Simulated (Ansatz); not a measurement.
**V: strain and displacement**

```
V
1.0
     0.00000    2.73348    2.73348
     2.73348    0.00000    2.73348
     2.73348    2.73348    0.00000
V
2
Direct
  0.00000 0.00000 0.00000
  0.25000 0.25000 0.25000
```

Atom numbers follow the list: V1, V2.

The conventional cell has a = 5.467 Å, b = 5.467 Å, c = 5.467 Å, α = 90.00°, β = 90.00°, γ = 90.00°. V (atom 1) is surrounded by 4 V at 2.37 Å.

The structure comes from a relaxation in the same program, started in the diamond type, and has space group Fd-3m. Whether it is a known phase or the ground state wasn't checked.

The magnetic state is the one reached from the start moments; no search over orders was made, so it needn't be the ground state.

These are results of DFT, PBE, all-electron PAW with datasets made for the crystal, scalar-relativistic in Ansatz 0.2.0, not measurements.

The runs use a Γ-centred 10×10×10 k mesh, Fermi–Dirac smearing of 0.08 eV, cutoff 340 eV (chosen by the program for this cell), spin-polarised from start moments V1 1.5, V2 1.5 μB.

The unchanged cell is at -0.01 GPa.

In a metal, stresses and small energies carry noise from the k mesh.

x, y and z are the Cartesian axes of the cell as listed; fractional coordinates follow a strain, and an engineering shear is twice the off-diagonal strain component.

(1) With this change (equal xy, yz and zx engineering shear strains of -1 %), what becomes of the energy and stress and forces and moment?

(2) With this change (equal xy, yz and zx engineering shear strains of +3 %), what becomes of the energy and stress and forces and moment?

Results:

(1) Energy change under 1 meV/atom; stress change (xx, yy, zz, yz, xz, xy) 0.01, 0.01, 0.01, -0.05, -0.05, -0.05 GPa, compression positive; change of the force on V2 (0.105, 0.105, 0.105) eV/Å; moment 3.74 → 3.74 μB.

(2) Energy change -1 meV/atom; stress change (xx, yy, zz, yz, xz, xy) 0.07, 0.07, 0.07, 0.25, 0.25, 0.25 GPa, compression positive; change of the force on V2 (-0.323, -0.323, -0.323) eV/Å; moment 3.74 → 3.74 μB.
